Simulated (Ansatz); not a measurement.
**Ir, a known structure type with other elements, at an estimated volume**

```xyz
2
Lattice="2.7378 0.0000 0.0000 -1.3689 2.3710 0.0000 0.0000 0.0000 4.3230" Properties=species:S:1:pos:R:3 pbc="T T T"
Ir   -0.0001    1.5807    1.0808
Ir    1.3688    0.7903    3.2423
```

The numbers come from plane-wave PAW DFT (Ansatz): PBE, no spin polarisation, 420 eV, 14×14×8 Γ-centred k points, fermi-dirac occupations (width 0.0714 eV). Nothing was relaxed.

At the Fermi level: It is a metal, with about 2.4 states/eV a cell as the mean within 0.25 eV of the Fermi level, mostly Ir d (96 %).
Contacts: Ir–Ir at 2.68 Å: least valence density 0.49 e/Å³ and ELF 0.38 there. Both are smooth PAW fields, read partly inside the augmentation spheres.
Forces: The forces vanish by the symmetry of the sites.
Stress: The pressure is 14.8 GPa (compression positive), so with the atoms held at these fractions the cell would first expand. The principal stresses 11.3, 11.3, 21.9 GPa differ, so its shape would change too.

Origin: a known structure type with other elements, at an estimated volume, so it need not be a known compound. Caveats: many states at the Fermi level without spin polarisation, so a magnetic state may lie lower.
